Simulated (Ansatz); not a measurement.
# Caesium, simple cubic under RPBE: ground state and equation of state

Aim: take caesium in the simple cubic structure, relax it, solve it on a dense k-mesh, then scale the cell to 7 volumes from 88 to 112 % of the relaxed one and try a fit of the equation of state. Spin polarisation is left out. The k-meshes are 7×7×7 for the relaxation; 10×10×10 for the dense run; 7×7×7 for the volumes.

This is Cs in the simple cubic structure; at room conditions it is bcc.

Program: Ansatz 0.2.0. Level of theory: DFT RPBE, plane waves (420 eV) with PAW, scalar-relativistic; the PAW data stem from PBE, with regenerated cores. These are calculated values, not measurements.

## Step 1: Starting point

Symmetry: Pm-3m, No. 221, cubic system. Conventional cell: a = 4.923 Å, b = 4.923 Å, c = 4.923 Å, α = 90.00°, β = 90.00°, γ = 90.00°.

Structure file:

```cif
data_structure
_symmetry_space_group_name_H-M 'Pm-3m'
_symmetry_Int_Tables_number 221
_cell_length_a 4.9226
_cell_length_b 4.9226
_cell_length_c 4.9226
_cell_angle_alpha 90.000
_cell_angle_beta 90.000
_cell_angle_gamma 90.000
_cell_volume 119.28
loop_
_atom_site_label
_atom_site_type_symbol
_atom_site_symmetry_multiplicity
_atom_site_Wyckoff_symbol
_atom_site_fract_x
_atom_site_fract_y
_atom_site_fract_z
_atom_site_occupancy
Cs1 Cs 1 a 0.00000 0.00000 0.00000 1
```

## Step 2: Relaxing cell and atoms

input.yaml

```yaml
crystal:
  lattice:
    - [4.9225963477, 0.0, 0.0]
    - [0.0, 4.9225963477, 0.0]
    - [0.0, 0.0, 4.9225963477]
  atoms:
    - { symbol: Cs, position: [0.0, 0.0, 0.0] }
hamiltonian:
  xc: rpbe
  pseudopotentials:
    kind: paw
    azcp:
      Cs: "pseudopotentials/Cs.paw.azcp"
basis:
  ecutwfc: 420
  fft_grid_basis: typed
kpoints:
  mp_grid: { grid: [7, 7, 7], shift: [0, 0, 0] }
magnetization:
  spin_polarized: false
scf:
  occupations: { method: fermi_dirac, width: 0.1 }
relax:
  max_steps: 60
  f_tol: 0.01
  cell: {}
```

The run is started by

```sh
> ansatz run input.yaml --threads 2 --pin off --max-ram 5120MiB --backend cpu --events-out ev --progress --plain --runs-dir out
```

The runs that follow: Dense single point; Volume × 0.88; Volume × 0.92; Volume × 0.96; Volume × 1.0; Volume × 1.04; Volume × 1.08; Volume × 1.12.

Before running it: what results should come out? Wanted: space group; conventional cell; volume; shortest distance; gap on the mesh; relative to bcc; V₀, B₀, B₀′.

As calculated:

| quantity | value |
| --- | --- |
| space group (spins left aside) | Pm-3m (No. 221) |
| conventional cell | a = 5.229 Å |
| volume | 142.967 Å³/atom |
| shortest distance | 5.229 Å |
| gap on the mesh | none (levels filled in part) |
| relative to bcc | +88 meV/atom |
| V₀, B₀, B₀′ | 144.273 Å³/atom, 1.3 GPa, 3.8 |

**Reading.** From the guessed start the volume grew by 19.9 % in 5 steps. Against the reference form of caesium (bcc, computed apart with the same settings) it stands 88 meV/atom higher. No gap shows: it is a metal or semimetal at this level. The fitted modulus is 1.3 GPa, a soft solid. Relaxation kept the symmetry; phonons were not checked.
